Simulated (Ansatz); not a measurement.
# PtS2 (P-3m1) in Ansatz: further runs

Runs on PtS2. Level: PBEsol. Tasks: band structure.

Program: Ansatz 0.2.0. These are calculated values, not measurements. Logs are shortened: lines on timing, memory, paths and dates and some standing lists are left out, and cuts for length are marked.

### Step 1. The crystal as given

The structure is trigonal, space group P-3m1 (No. 164). The conventional cell has a = 3.543 Å, b = 3.543 Å, c = 5.039 Å, α = 90.00°, β = 90.00°, γ = 120.00°. Pt (site symmetry -3m) has 6 S at 2.34 Å as nearest neighbours. Around S (site symmetry 3m) lie 3 Pt at 2.34 Å.

### Step 2. Band structure, PBEsol

File input.yaml:

```yaml
crystal:
  lattice:
    - [3.5432, 0.0, 0.0]
    - [-1.7716, 3.0685012107, 0.0]
    - [0.0, 0.0, 5.0388]
  atoms:
    - { symbol: Pt, position: [0.0, 0.0, 0.0] }
    - { symbol: S, position: [0.6666666667, 0.3333333333, 0.773] }
    - { symbol: S, position: [0.3333333333, 0.6666666667, 0.227] }
kpoints:
  mp_grid: { grid: [7, 7, 4] }
  band_path:
    path:
      - [0.0, 0.0, 0.0]
      - [0.5, 0.0, 0.0]
      - [0.3333333333, 0.3333333333, 0.0]
      - [0.0, 0.0, 0.0]
      - [0.0, 0.0, 0.5]
      - [0.5, 0.0, 0.5]
      - [0.3333333333, 0.3333333333, 0.5]
      - [0.0, 0.0, 0.5]
    npoints: 6
scf:
  occupations: { method: fermi_dirac, width: 0.05 }
hamiltonian:
  xc: pbesol
  pseudopotentials: { kind: all_electron, lapw: { basis_error: 0.002 } }
output:
  forces: true
  stress: true
  eigenvalues: true
```

Potentials or basis: all-electron LAPW, scalar-relativistic.

Launch:

```console
ansatz run input.yaml --threads 2 --pin off --max-ram 8192MiB --backend cpu --events-out ev --progress --plain --runs-dir out
```

What it wrote:

```text
Warning: RAYON_NUM_THREADS=2 ignored (pool sized by the plan → 2); use --threads N
LAPW: plane waves up to 8.486 Å⁻¹, error target 2.0e-3 eV per atom; small_component_spin mean_spin; S in spheres of 1.009 Å, 14 of its electrons in bands, Dirac shells []; Pt in spheres of 1.335 Å, 42 of its electrons in bands, Dirac shells [] (how accurate: hamiltonian.pseudopotentials.lapw.basis_error, Limitations)
Engine: ansatz 0.2.0, aarch64-unknown-linux-gnu
Pseudopotentials: kind: all_electron
Pseudopotential: Pt, LAPW, valence charge 42, lapw/all_electron/scalar/gaussian/Pt, Koelling and Harmon's equation, gaussian nucleus
Pseudopotential: S, LAPW, valence charge 14, lapw/all_electron/scalar/gaussian/S, Koelling and Harmon's equation, gaussian nucleus
Functional definition: PBEsol
  exchange = pbesol_x
  correlation = pbesol_c
Crystal: 3 atoms, lattice volume = 54.783 Å³
Basis set: ecut = 274.3971446003802 eV, 565 PW (Γ), exchange–correlation at level 2
Bands: 42, of which v1, the nominal top of the filled ones, is band 35 counted from 1 (34 counted from 0)
Symmetry: 12 space group operations
Space group: P-3m1 (ITA 164), of the structure as read, at distance tolerance 3.8e-5 Å
k-points: 28 of 196
Non-local potential: Pt, projectors of the file, none
Non-local potential: S, projectors of the file, none
Initial density: superposition of atomic densities (chi_scale 0.1, normalization cell, long waves kept (reshape's long-wave potential 0.03 eV rms))
Initial wavefunctions: plane waves of lowest kinetic energy (no species holds an atomic orbital)
Functional: x = pbesol(κ = 0.804, μ = 0.12345679012345678), c = pbesol(β = 0.046)
iter 1 solved again at ethr=3.66e-3 eV; its pass at ethr=1.00e-1 eV (dr2=2.56e0 eV) is discarded
SCF iter   1: F=—  HF=-522511.769576 eV  |F-HF|=—  |Δ(HF+E_count)|=         —  Δρ=5.57e-2  dr2=2.57e0  ethr=3.66e-3  ⟨swp⟩=2.0  Hψ=7681  notcnv=0
preconditioner: auto → Resta (q_TF=auto, 2.842 Å⁻¹)  ε∞=5.0  [insulator: Δε(μ)=1.255 eV  Ē_g=11.802 eV  σ=0.050 eV  W_gap=1.00  n_scr=22 (ndim 8)  ℏωp=23.5 eV  f_vac=0.158  D(μ)=0.00/eV (n_scr^D=0)  ε∞_Penn≈5.0]
SCF iter   2: F=—  HF=-522511.066669 eV  |F-HF|=—  |Δ(HF+E_count)|=   7.03e-1  Δρ=3.23e-2  dr2=1.04e0  ethr=3.66e-3  ⟨swp⟩=3.0  Hψ=3493  notcnv=0
iter 3 solved again at ethr=9.35e-5 eV; its pass at ethr=1.48e-3 eV (dr2=6.54e-2 eV) is discarded
SCF iter   3: F=—  HF=-522510.401826 eV  |F-HF|=—  |Δ(HF+E_count)|=   6.65e-1  Δρ=1.34e-2  dr2=6.54e-2  ethr=9.35e-5  ⟨swp⟩=2.0  Hψ=5946  notcnv=0
SCF iter   4: F=—  HF=-522510.391535 eV  |F-HF|=—  |Δ(HF+E_count)|=         —  Δρ=3.89e-3  dr2=1.06e-2  ethr=9.35e-5  ⟨swp⟩=2.0  Hψ=3301  notcnv=0
the basis was enlarged: its passes take 2.8 MiB over the memory plan, 2 of 2 planned eigensolver slots
SCF iter   5: F=—  HF=-522510.386662 eV  |F-HF|=—  |Δ(HF+E_count)|=   4.87e-3  Δρ=1.30e-3  dr2=1.23e-3  ethr=1.51e-5  ⟨swp⟩=2.0  Hψ=3288  notcnv=0
SCF iter   6: F=—  HF=-522510.386950 eV  |F-HF|=—  |Δ(HF+E_count)|=   2.88e-4  Δρ=4.72e-4  dr2=1.74e-4  ethr=1.75e-6  ⟨swp⟩=2.3  Hψ=3331  notcnv=0
SCF iter   7: F=—  HF=-522510.386977 eV  |F-HF|=—  |Δ(HF+E_count)|=   2.73e-5  Δρ=1.54e-4  dr2=2.00e-5  ethr=2.49e-7  ⟨swp⟩=3.0  Hψ=3352  notcnv=0
SCF iter   8: F=—  HF=-522510.386985 eV  |F-HF|=—  |Δ(HF+E_count)|=   7.96e-6  Δρ=3.69e-5  dr2=1.04e-6  ethr=2.86e-8  ⟨swp⟩=3.0  Hψ=3387  notcnv=0
SCF iter   9: F=-522510.386987 eV  HF=-522510.386987 eV  |F-HF|=2.62e-9  |Δ(HF+E_count)|=   1.16e-6  Δρ=7.02e-6  dr2=5.70e-8  ethr=1.49e-9  ⟨swp⟩=3.0  Hψ=3499  notcnv=0
SCF 1 converged in 9 iterations: F = -522510.386987 eV  dr2 = 5.70e-8
NSCF: frozen V_eff on 43 k-points
SCF converged after 9 iterations
Free energy (F): -522510.386987 eV
Harris-Foulkes:  -522510.386987 eV  (|F-HF|=2.62e-9)
Internal energy: -522510.386950 eV  (E = F + TS)
E sigma→0 (E₀):  -522510.386968 eV
Entropy (-TS):   -0.000037 eV (-0.012 meV/atom)
Fermi energy:    13.367718 eV
--- Per-component energies (eV) ---
  E_band       = -6365.580626
  E_kinetic    = 590468.461593
  E_xc         = -10914.653521
  E_electrostatic = -1102064.195021  (all electrons and nuclei)
  E_smearing   = -0.000037  (= −TS)
  E_closure    = -0.000000  (closes the sum)
  E_atoms      = -522493.508702  (free atoms, spherical and without spin; not in F)
  Σ components = -522510.386987   (vs F -522510.386987, Δ=0.00e0)
  Basis errors (estimates in eV, not in F): energy 9.6e-4 per atom: plane waves 8.9e-4 (5.2e-4 summed), levels above the bands 1.4e-83, relativity 5.5e-8, radial functions 7.8e-5, core shells 3.4e-7; eigenvalues (radial functions only) 2.1e-6; not estimated: angular momenta, meshes, grids; target (lapw.basis_error) 2.0e-3; muffin-tin radii S 1.009 Å, Pt 1.335 Å
--- Forces (eV/Å), atoms counted from 1 ---
  atom   1  Pt    -0.00000000    -0.00000000     0.00000000
  atom   2  S      0.00000000    -0.00000000    -0.95002009
  atom   3  S     -0.00000000     0.00000000     0.95002009
  max |Σ_I F_I| component: 2.63e-30 eV/Å
--- Stress (GPa, compression-positive) ---
        6.669967       0.000000      -0.000000
        0.000000       6.669967       0.000000
       -0.000000       0.000000       5.927585
  P = ⅓ Tr σ = 6.4225 GPa (64.225 kbar)
--- Band table (eV; the first three rows and the last of 28) ---
  k-point 0: bands = ["-291.2109", "-291.2109", "-291.0863", "-291.0863", "-291.0650", "-192.6759", "-192.6759", "-137.7583", "-137.7583", "-137.7583", "-137.7583", "-137.6956", "-137.6956", "-86.5559", "-55.1537", "-55.1295", "-55.1295", "-55.0983", "-55.0466", "-55.0466", "-54.9698", "-40.7868", "-40.7868", "-40.6168", "-2.5821", "0.7173", "5.9234", "5.9234", "6.0459", "8.9938", "8.9938", "11.2017", "11.8700", "11.8700", "12.8860", "15.4602", "15.4602", "17.6402", "18.6111", "20.7602", "20.7602", "24.8491"]
  k-point 1: bands = ["-291.2109", "-291.2109", "-291.0863", "-291.0863", "-291.0650", "-192.6759", "-192.6759", "-137.7583", "-137.7583", "-137.7583", "-137.7583", "-137.6956", "-137.6956", "-86.5559", "-55.1537", "-55.1295", "-55.1295", "-55.0983", "-55.0466", "-55.0466", "-54.9698", "-40.7868", "-40.7868", "-40.6168", "-2.4543", "0.3621", "5.9334", "5.9334", "6.6409", "8.9819", "8.9819", "10.9603", "11.7738", "11.7738", "12.4139", "15.6934", "15.6934", "17.8528", "19.4856", "20.6274", "20.6274", "23.5403"]
  k-point 2: bands = ["-291.2109", "-291.2109", "-291.0863", "-291.0863", "-291.0650", "-192.6759", "-192.6759", "-137.7583", "-137.7583", "-137.7583", "-137.7583", "-137.6956", "-137.6956", "-86.5559", "-55.1537", "-55.1295", "-55.1295", "-55.0983", "-55.0466", "-55.0466", "-54.9698", "-40.7868", "-40.7868", "-40.6168", "-2.3008", "0.0110", "5.9433", "5.9433", "7.3406", "8.9705", "8.9705", "10.4783", "11.6825", "11.6825", "12.0996", "15.9422", "15.9422", "18.3178", "20.2445", "20.4487", "20.4487", "22.3514"]
  k-point 27: bands = ["-291.2109", "-291.2109", "-291.0863", "-291.0863", "-291.0650", "-192.6759", "-192.6759", "-137.7583", "-137.7583", "-137.7583", "-137.7583", "-137.6956", "-137.6956", "-86.5554", "-55.1537", "-55.1295", "-55.1295", "-55.0984", "-55.0467", "-55.0467", "-54.9698", "-40.8061", "-40.8001", "-40.6135", "-0.3045", "-0.2736", "6.0325", "6.3434", "7.0009", "8.3749", "8.5085", "9.5331", "9.7511", "10.9189", "11.3553", "15.0183", "15.2958", "19.9015", "20.1555", "21.3113", "21.3924", "23.2732"]
```

It took 13 s on 2 threads of Arm Neoverse V1, shared host; peak memory 0.36 GiB.

What came out:

* Free energy: -522510.3870 eV
* Pressure: 6.4 GPa
* Largest force: 0.950 eV/Å
* Band gap on the k mesh: 0.77 eV, indirect (least direct gap 0.94 eV)
* Band gap along the path: 0.99 eV, indirect (least direct gap 1.52 eV)

Forces on the atoms (eV/Å):
```
Pt   0.000  0.000  0.000
S    0.000  0.000 -0.950
S    0.000  0.000  0.950
```

Stress tensor (GPa, compression positive):
```
6.67 0.00 0.00
0.00 6.67 0.00
0.00 0.00 5.93
```

Levels at the corners of the path, in eV from the valence-band top:
```tsv
point	band 33	band 34	band 35	band 36	band 37	band 38
Γ	-1.10	-1.10	-0.09	2.49	2.49	4.67
M	-3.22	-2.99	-2.32	1.78	2.88	5.46
K	-2.68	-1.46	-1.46	1.03	1.03	5.61
Γ	-1.10	-1.10	-0.09	2.49	2.49	4.67
A	-1.29	-1.29	-0.87	2.97	2.97	5.35
L	-3.08	-2.71	-1.33	2.11	2.38	5.31
H	-3.54	-1.85	-1.85	2.25	2.25	7.22
A	-1.29	-1.29	-0.87	2.97	2.97	5.35
```

Caveat: spin-orbit coupling is left out, which moves the levels of the heavy elements. As with any semilocal functional, this PBEsol gap is likely too small.

### Step 3. Band structure, PBEsol, spin-orbit coupling, no magnetisation

input.yaml, as its differences from that of step 2:

```diff
@@ -27,2 +27,5 @@
   pseudopotentials: { kind: all_electron, lapw: { basis_error: 0.002 } }
+magnetization:
+  noncollinear: true
+  spin_orbit: true
 output:
```

Potentials or basis: all-electron LAPW, relativistic spinors.

Launch:

```console
ansatz run input.yaml --threads 2 --pin off --max-ram 8192MiB --backend cpu --events-out ev --progress --plain --runs-dir out
```

Wall time 1.9 min (2 threads of Arm Neoverse V1, shared host); peak memory 0.7 GiB.

It converged, with:

- Free energy: -523416.2971 eV
- Pressure: 6.4 GPa
- Largest force: 0.967 eV/Å
- Band gap on the k mesh: 0.82 eV, indirect (least direct gap 0.98 eV)
- Band gap along the path: 0.98 eV, indirect (least direct gap 1.55 eV)

Forces in eV/Å, atoms in the order of the input:
```
Pt   0.000  0.000  0.000
S    0.000  0.000 -0.967
S    0.000  0.000  0.967
```

Stress tensor (GPa, compression positive):
```
6.58 0.00 0.00
0.00 6.58 0.00
0.00 0.00 6.07
```

Levels at the corners of the path, in eV from the valence-band top:
| point | band 68 | band 69 | band 70 | band 71 | band 72 | band 73 |
| --- | --- | --- | --- | --- | --- | --- |
| Γ | -0.99 | -0.09 | -0.09 | 2.34 | 2.34 | 2.66 |
| M | -2.97 | -2.18 | -2.18 | 1.80 | 1.80 | 2.89 |
| K | -1.54 | -1.37 | -1.37 | 0.98 | 0.98 | 1.16 |
| Γ | -0.99 | -0.09 | -0.09 | 2.34 | 2.34 | 2.66 |
| A | -1.19 | -0.85 | -0.85 | 2.82 | 2.82 | 3.14 |
| L | -2.48 | -1.33 | -1.33 | 2.08 | 2.08 | 2.46 |
| H | -1.87 | -1.75 | -1.75 | 2.26 | 2.26 | 2.28 |
| A | -1.19 | -0.85 | -0.85 | 2.82 | 2.82 | 3.14 |
